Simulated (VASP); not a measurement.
GaAs:

```
CELL_PARAMETERS angstrom
0.00000 2.82685 2.82685
2.82685 0.00000 2.82685
2.82685 2.82685 0.00000
ATOMIC_POSITIONS crystal
As 0.75000 0.75000 0.75000
Ga 0.00000 0.00000 0.00000
```

Program: VASP 6.6.1. Alike in all runs: task band structure; potentials or basis VASP PAW PBE potentials, release 64 (As, Ga_d); no spin polarisation; cell as given; k mesh 6 × 6 × 6; cutoff (eV) 520; smearing gaussian 0.02 eV.

**Question.** Order these runs on this cell by their band gap on the k mesh, lowest first.
A. level HSE06; screening parameter 0.2 1/A
B. level r2SCAN-EpsX; exchange at q = 0 truncated; share of exact exchange 0.0346
C. level PBE0; exchange at q = 0 truncated

**Answer.** B (1.16 eV), A (1.43 eV), C (2.02 eV).

